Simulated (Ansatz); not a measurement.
# Point defect: Hf interstitial in HfO2

Method: DFT PBEsol, scalar-relativistic, plane waves, PAW (Ansatz 0.2.0). Settings: 420 eV cutoff, 2×2×2 k-mesh, shifted by half a step, Gaussian smearing of 0.01 eV, collinear spin in charge +1, +3 alone.

Host crystal, relaxed:

```
Hf O
1.0
     4.83012    0.00000    0.00000
     0.00000    4.83012    0.00000
     0.00000    0.00000    3.20972
Hf O
2 4
Direct
  0.00000 0.00000 0.00000
  0.50000 0.50000 0.50000
  0.19497 0.80503 0.50000
  0.30503 0.30503 0.00000
  0.69497 0.69497 0.00000
  0.80503 0.19497 0.50000
```

Supercell of 48 atoms, rows in host cell vectors: -1 1 2; 1 1 -2; -1 -1 -2. Atoms relax at the host's cell, keeping the symmetry that the supercell leaves at the site. The cell is small, so energies carry finite-size errors of tenths of an eV. The host's Kohn–Sham gap is 3.89 eV. Atoms are taken from and returned to the elements' standard states. Charged cells are corrected for image charges with the computed static dielectric tensor (mean 28.6) and aligned with the host's potential at far atoms (alignment terms reach 2.44 eV; the program doubts the alignment in some charges, where it is up to 2.44 eV). No band-filling term is added, and the Fermi level counts from the host's valence band top.

Spin-orbit coupling is left out, which matters for the bands and energies of heavy elements.

Defect: Hf interstitial at (0.000, 0.500, 0.250) of the host cell.

**Question.** What is the formation energy of the neutral defect?

**Answer.** 4.97 eV.

**Question.** Does the neutral defect carry a moment, and how do its surroundings relax?

**Answer.** The neutral run had no spin polarisation, so a moment wasn't tested. The nearest neighbours before are 4 O at 1.92 Å; after relaxation the atoms near the site are 4 O at 2.13 Å, 4 O at 2.54 Å; the largest move is 0.45 Å.

**Question.** Charges +3, +2, +1, 0 were computed. Which is stable where in the gap?

**Answer.** Among the charges computed the stable one is +3 at the valence band top, changing to +2 at 3.01 eV, changing to +1 at 3.83 eV. In charge 0 the extra carrier would gain by moving to a band edge of the host, so it isn't bound in the gap, though by less than the errors named above. In charge +1, 0 the cell has partly filled bands: a level of the defect may be part filled, the carrier may sit in the host's bands, or levels may cross between the k points, so transitions that involve it are doubtful. Without the alignment that the program doubts, the level (+2/+1) would lie at 5.46 eV, outside the gap, so these runs don't decide whether the defect changes charge there. Other sites of the defect weren't tried. Levels between neighbouring charges: (+3/+2) 3.01 eV, (+2/+1) 3.83 eV, (+1/0) 3.90 eV.